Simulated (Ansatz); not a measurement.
# Cu(111) with 4 layers of random Cu-Ru, 2x2: scattering by chemical disorder, part 2 of 2

Wanted: resistance against the alloy's length, first Cu(111) with 4 layers of random Cu-Ru, 2x2.

Ansatz 0.2.0; Ansatz plane-wave DFT, PBE, PAW files; ballistic transport by layer matching (Landauer), zero bias; PAW set soft_1.

So far. Step 3 (With 8 alloy layers): Over the solved energies the transmission per spin lies between 0.763 and 0.812, out of 3.20 channels of the lead on average (up to 3.21). The log calls the step of a lead's potential too much.

## (4) With 12 alloy layers

In 12 layers a share of 0.5 of the sites is given to Ru at random. A fresh draw is used; the growth of the resistance with length is what counts.

System of this step: Cu(111) with 12 layers of random Cu-Ru, 2x2. The cell holds 72 atoms: 48 Cu and 24 Ru. Its edges and angles: a = 5.112 Å, b = 5.112 Å, c = 37.568 Å, α = 90.0°, β = 90.0°, γ = 120.0°. It derives from Cu. Regions: lead, 24 atoms (24 Cu); scattering region, 48 atoms (24 Ru and 24 Cu). The structure is stacked along c, and the current runs across the ab planes.

input.yaml reads:

```yaml
crystal:
  lattice:
    - [5.1123254594, 0.0, 0.0]
    - [-2.5561627297, 4.4274037203, 0.0]
    - [0.0, 0.0, 37.567766324]
  atoms:
    - { symbol: Cu, position: [0.0, 0.0, 0.0277777778] }
    - { symbol: Cu, position: [0.0, 0.5, 0.0277777778] }
    - { symbol: Cu, position: [0.5, 0.0, 0.0277777778] }
    - { symbol: Cu, position: [0.5, 0.5, 0.0277777778] }
    - { symbol: Cu, position: [0.1666666667, 0.3333333333, 0.0833333333] }
    - { symbol: Cu, position: [0.1666666667, 0.8333333333, 0.0833333333] }
    - { symbol: Cu, position: [0.6666666667, 0.3333333333, 0.0833333333] }
    - { symbol: Cu, position: [0.6666666667, 0.8333333333, 0.0833333333] }
    - { symbol: Cu, position: [0.3333333333, 0.1666666667, 0.1388888889] }
    - { symbol: Cu, position: [0.3333333333, 0.6666666667, 0.1388888889] }
    - { symbol: Cu, position: [0.8333333333, 0.1666666667, 0.1388888889] }
    - { symbol: Cu, position: [0.8333333333, 0.6666666667, 0.1388888889] }
    - { symbol: Ru, position: [0.0, 0.0, 0.1944444444] }
    - { symbol: Cu, position: [0.0, 0.5, 0.1944444444] }
    - { symbol: Ru, position: [0.5, 0.0, 0.1944444444] }
    - { symbol: Ru, position: [0.5, 0.5, 0.1944444444] }
    - { symbol: Ru, position: [0.1666666667, 0.3333333333, 0.25] }
    - { symbol: Cu, position: [0.1666666667, 0.8333333333, 0.25] }
    - { symbol: Ru, position: [0.6666666667, 0.3333333333, 0.25] }
    - { symbol: Cu, position: [0.6666666667, 0.8333333333, 0.25] }
    - { symbol: Cu, position: [0.3333333333, 0.1666666667, 0.3055555556] }
    - { symbol: Cu, position: [0.3333333333, 0.6666666667, 0.3055555556] }
    - { symbol: Cu, position: [0.8333333333, 0.1666666667, 0.3055555556] }
    - { symbol: Cu, position: [0.8333333333, 0.6666666667, 0.3055555556] }
    - { symbol: Ru, position: [0.0, 0.0, 0.3611111111] }
    - { symbol: Ru, position: [0.0, 0.5, 0.3611111111] }
    - { symbol: Cu, position: [0.5, 0.0, 0.3611111111] }
    - { symbol: Cu, position: [0.5, 0.5, 0.3611111111] }
    - { symbol: Ru, position: [0.1666666667, 0.3333333333, 0.4166666667] }
    - { symbol: Ru, position: [0.1666666667, 0.8333333333, 0.4166666667] }
    - { symbol: Cu, position: [0.6666666667, 0.3333333333, 0.4166666667] }
    - { symbol: Cu, position: [0.6666666667, 0.8333333333, 0.4166666667] }
    - { symbol: Ru, position: [0.3333333333, 0.1666666667, 0.4722222222] }
    - { symbol: Ru, position: [0.3333333333, 0.6666666667, 0.4722222222] }
    - { symbol: Ru, position: [0.8333333333, 0.1666666667, 0.4722222222] }
    - { symbol: Ru, position: [0.8333333333, 0.6666666667, 0.4722222222] }
    - { symbol: Cu, position: [0.0, 0.0, 0.5277777778] }
    - { symbol: Ru, position: [0.0, 0.5, 0.5277777778] }
    - { symbol: Cu, position: [0.5, 0.0, 0.5277777778] }
    - { symbol: Ru, position: [0.5, 0.5, 0.5277777778] }
    - { symbol: Ru, position: [0.1666666667, 0.3333333333, 0.5833333333] }
    - { symbol: Ru, position: [0.1666666667, 0.8333333333, 0.5833333333] }
    - { symbol: Ru, position: [0.6666666667, 0.3333333333, 0.5833333333] }
    - { symbol: Cu, position: [0.6666666667, 0.8333333333, 0.5833333333] }
    - { symbol: Cu, position: [0.3333333333, 0.1666666667, 0.6388888889] }
    - { symbol: Cu, position: [0.3333333333, 0.6666666667, 0.6388888889] }
    - { symbol: Cu, position: [0.8333333333, 0.1666666667, 0.6388888889] }
    - { symbol: Ru, position: [0.8333333333, 0.6666666667, 0.6388888889] }
    - { symbol: Cu, position: [0.0, 0.0, 0.6944444444] }
    - { symbol: Cu, position: [0.0, 0.5, 0.6944444444] }
    - { symbol: Cu, position: [0.5, 0.0, 0.6944444444] }
    - { symbol: Cu, position: [0.5, 0.5, 0.6944444444] }
    - { symbol: Cu, position: [0.1666666667, 0.3333333333, 0.75] }
    - { symbol: Ru, position: [0.1666666667, 0.8333333333, 0.75] }
    - { symbol: Ru, position: [0.6666666667, 0.3333333333, 0.75] }
    - { symbol: Ru, position: [0.6666666667, 0.8333333333, 0.75] }
    - { symbol: Cu, position: [0.3333333333, 0.1666666667, 0.8055555556] }
    - { symbol: Cu, position: [0.3333333333, 0.6666666667, 0.8055555556] }
    - { symbol: Ru, position: [0.8333333333, 0.1666666667, 0.8055555556] }
    - { symbol: Ru, position: [0.8333333333, 0.6666666667, 0.8055555556] }
    - { symbol: Cu, position: [0.0, 0.0, 0.8611111111] }
    - { symbol: Cu, position: [0.0, 0.5, 0.8611111111] }
    - { symbol: Cu, position: [0.5, 0.0, 0.8611111111] }
    - { symbol: Cu, position: [0.5, 0.5, 0.8611111111] }
    - { symbol: Cu, position: [0.1666666667, 0.3333333333, 0.9166666667] }
    - { symbol: Cu, position: [0.1666666667, 0.8333333333, 0.9166666667] }
    - { symbol: Cu, position: [0.6666666667, 0.3333333333, 0.9166666667] }
    - { symbol: Cu, position: [0.6666666667, 0.8333333333, 0.9166666667] }
    - { symbol: Cu, position: [0.3333333333, 0.1666666667, 0.9722222222] }
    - { symbol: Cu, position: [0.3333333333, 0.6666666667, 0.9722222222] }
    - { symbol: Cu, position: [0.8333333333, 0.1666666667, 0.9722222222] }
    - { symbol: Cu, position: [0.8333333333, 0.6666666667, 0.9722222222] }
kpoints:
  mp_grid: { grid: [5, 5, 1] }
hamiltonian:
  xc: pbe
  pseudopotentials: { kind: paw, azcp: { folder: soft_1 } }
scf:
  occupations: { method: fermi_dirac, width: 0.1 }
output:
  transmission:
    leads: [[0, 4]]
    kmesh: [10, 10]
    e_range: [-0.05, 0.05]
    de: 0.05
  write_potential: true
  write_density: true
  volumetric_format: npy
```

The run is started by

```bash
> ansatz run input.yaml --threads 4 --pin off --max-ram 15360MiB --backend cpu --events-out ev --progress --plain --runs-dir out
```

Numbers of over 12 decimals in the logs are rounded to 6 here.

Log:

```text
[...]
Crystal: 72 atoms, lattice volume = 850.321 Å³
Basis set: ecut = 420 eV, 16727 PW (Γ)
Bands: 778, of which v1, the nominal top of the filled ones, is band 648 counted from 1 (647 counted from 0)
Symmetry: 1 space group operations
[...]
k-points: 13 of 25 (time reversal used)
[...]
SCF iter   1: F=—  HF=-459133.667360 eV  |F-HF|=—  |Δ(HF+E_count)|=         —  Δρ=1.95e-1  dr2=7.17e2  ethr=3.10e-3  ⟨swp⟩=4.0  Hψ=29649  notcnv=0  defer=264
[...]
SCF iter  17: F=-459081.174651 eV  HF=-459081.174651 eV  |F-HF|=3.31e-8  |Δ(HF+E_count)|=   1.86e-8  Δρ=1.06e-6  dr2=3.67e-8  ethr=7.72e-12  ⟨swp⟩=8.0  Hψ=32818  notcnv=0
SCF 1 converged in 17 iterations: F = -459081.174651 eV  dr2 = 3.67e-8
[...]
transmission: 351 of 3432 steps passed
transmission: 693 of 3432 steps passed
[...]
transmission: 3432 of 3432 steps passed
SCF converged after 17 iterations
Free energy (F): -459081.174651 eV
[...]
Internal energy: -459079.296272 eV  (E = F + TS)
E sigma→0 (E₀):  -459080.235462 eV
Entropy (-TS):   -1.878380 eV (-26.089 meV/atom)
Fermi energy:    20.051065 eV
[...]
--- Band table (eV; the first three rows and the last of 13) ---
  k-point 0: bands = [... 644 lower, 20.4570, 20.5014, 20.5354, 20.5569, 20.5690, 20.5800, 20.6021, 20.6256, ... 126 higher]
  k-point 1: bands = [... 644 lower, 20.1518, 20.1862, 20.2267, 20.2690, 20.2914, 20.3113, 20.3655, 20.3890, ... 126 higher]
  k-point 2: bands = [... 644 lower, 19.8313, 19.8526, 19.8802, 19.9045, 19.9333, 19.9802, 20.0224, 20.0684, ... 126 higher]
  k-point 12: bands = [... 644 lower, 19.8616, 19.8862, 19.9138, 19.9527, 19.9778, 20.0410, 20.0554, 20.0910, ... 126 higher]
--- Transmission ---
  basis      : 199 plane waves across, 66 finite elements along
  points     : 52, standing for a mesh of 10 x 10
[...]
channels       : 3.210000e0 a spin
[...]
junction   : crystal 0 to crystal 0, 0.70 to 36.18 Å
    transmission   : 6.682625e-1 a spin
[...]
```

Wall time 14 min (4 threads of Intel Xeon Platinum 8488C (Sapphire Rapids), shared host); peak memory 8.5 GiB; 51 min of CPU time.

This step gave:

```
free energy                                    : -459081.1747 eV
energy at zero smearing                        : -459080.2355 eV
Fermi energy                                   : 20.05 eV
transmission per spin nearest the Fermi level  : 0.6683
open channels per spin nearest the Fermi level : 3.21
step of the lead's potential                   : 19.8 meV
```

Per spin. The transmission, zone mean by energy, zero at the Fermi level:

```
energy (eV)  transmission, zone mean
    -0.0500                    0.692
     0.0000                    0.668
     0.0500                    0.690
```

Over the solved energies the transmission per spin lies between 0.668 and 0.692, out of 3.21 channels of the lead on average (up to 3.21).

## (5) Resistance against length

This step: Ansatz plane-wave DFT, PBE, PAW files; ballistic transport by layer matching (Landauer), zero bias; residual resistivity from the slope of the area resistance, atoms on the host's lattice; PAW set soft_1 (Ansatz 0.2.0).

This step gave:

* resistivity: 120.3 µΩ cm
* intercept: 0.4917 fΩ m²
* scatter about the fit: 0.2012 fΩ m²

Resistance, by row:

```
run  length (Å)       T  channels N  RA (fΩ m²)
 n4       8.348    1.29        3.21       1.354
 n8        16.7  0.7897       3.197       2.785
n12       25.05  0.6837        3.21       3.363
```

Area resistance against length of the alloy:

```
length of the alloy (Å)  area resistance (fΩ m²)
                   8.35                     1.35
                  16.70                     2.79
                  25.05                     3.36
```

The area resistance goes from 1.4 to 3.4 fΩ m² between 8.3 and 25.0 Å, a slope of 120 µΩ cm.

By hand from the end points: (3.363 − 1.354) fΩ m² / (25.05 − 8.35) Å = 120 µΩ cm, since 1 fΩ m² per Å is 1000 µΩ cm.

## (6) What came out

```json
{"resistivity from the slope": "120 µΩ cm", "area resistance over 8.35 Å": "1.35 fΩ m²", "area resistance over 16.7 Å": "2.79 fΩ m²", "area resistance over 25.0 Å": "3.36 fΩ m²"}
```

In words: The slope gives 120 µΩ cm. The points scatter by 0.20 fΩ m² about the line, with one random draw a length in a 2x2 cell, so the slope is a rough value. Read with a model of isotropic scattering on a spherical Fermi surface and the lead's 1.1×10¹⁵ S/m², this slope means a mean free path near 5.7 Å (a rough figure, since the alloy's own channel count differs); over these lengths the model's slope is within 3 % of its bulk resistivity, though a free path of a few ångströms strains the picture. The atoms sit on the host's lattice, so scattering by size misfit is left out. With 50 % of Ru, whose own structure is another, this is a hypothetical phase. A lead's potential steps by up to 28 meV from period to period, which the log calls too much, so longer leads could move the result.

[Logs are printed without paths, hosts, clocks, repeated set-up lines and the standing remarks that a program may print on its own settings, such as how far it seeks lower states.]

[Hosts, paths, dates, database ids (printed as entryN), source tags and the programs' standing remarks are cut or masked in the printed files.]
